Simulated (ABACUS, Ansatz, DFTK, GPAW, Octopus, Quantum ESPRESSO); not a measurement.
**One calculation of C, 7 ways**

```
CELL_PARAMETERS angstrom
2.52210 0.00000 0.00000
-1.26105 2.18420 0.00000
0.00000 0.00000 8.23710
ATOMIC_POSITIONS crystal
C 0.66667 0.33333 0.84375
C 0.33333 0.66667 0.34375
C 0.66667 0.33333 0.65625
C 0.33333 0.66667 0.15625
C 0.00000 0.00000 0.90625
C 0.00000 0.00000 0.40625
C 0.00000 0.00000 0.59375
C 0.00000 0.00000 0.09375
```

Alike in all runs: task single point; functional PBE; k mesh 12 × 12 × 4; occupations fermi-dirac, width 0.05 eV; no spin polarisation; no spin-orbit coupling. Pressure is positive in compression and, in plane waves, holds the error of the finite cutoff, which Ansatz's Pulay term estimates and takes out.

```
                                  program and potentials  plane-wave cutoff (eV)                             notes  band gap (eV)  pressure (GPa)  largest force (eV/Å)
                                      Ansatz, Ansatz PAW                     420  Pulay term of +1.04 GPa included           4.42            2.26                 0.329
               Quantum ESPRESSO, SSSP 1.3 efficiency PBE                     748                                 -           4.43            2.42                 0.330
              GPAW, GPAW PAW data sets (gpaw-data 1.2.1)                     800                                 -           4.41            1.90                 0.329
           Octopus, pseudodojo_pbe (PseudoDojo 0.5, PBE)                       -                                 -           4.47               -                 0.330
ABACUS, PseudoDojo NC SR 0.4.1 PBE standard, plane waves                    1116                                 -           4.47            2.32                 0.329
          Ansatz, all-electron LAPW, scalar-relativistic                       -                                 -           4.42            2.23                 0.328
            DFTK, PseudoDojo SR PBE 0.4.1 standard (PBE)                    1116                                 -           4.47            2.42                 0.329
```

Force on atom 5 (C), eV/Å:

```
                                  program and potentials      x      y      z
                                      Ansatz, Ansatz PAW  0.000  0.000  0.329
               Quantum ESPRESSO, SSSP 1.3 efficiency PBE  0.000  0.000  0.330
              GPAW, GPAW PAW data sets (gpaw-data 1.2.1)  0.000  0.000  0.329
           Octopus, pseudodojo_pbe (PseudoDojo 0.5, PBE)  0.000  0.000  0.330
ABACUS, PseudoDojo NC SR 0.4.1 PBE standard, plane waves  0.000  0.000  0.329
          Ansatz, all-electron LAPW, scalar-relativistic  0.000  0.000  0.328
            DFTK, PseudoDojo SR PBE 0.4.1 standard (PBE)  0.000  0.000  0.329
```

The band gap spans 4.41 (GPAW, GPAW PAW data sets (gpaw-data 1.2.1)) to 4.47 eV (Octopus, pseudodojo_pbe (PseudoDojo 0.5, PBE)), with all-electron results at 4.42. The pressure spans 1.90 (GPAW, GPAW PAW data sets (gpaw-data 1.2.1)) to 2.42 GPa (Quantum ESPRESSO, SSSP 1.3 efficiency PBE), with all-electron results at 2.23. The gap is indirect and read on the mesh alone.

The functional is the same throughout but for its coding, so the spread measures potentials, basis and numerics; runs on potential files found faulty are left out.
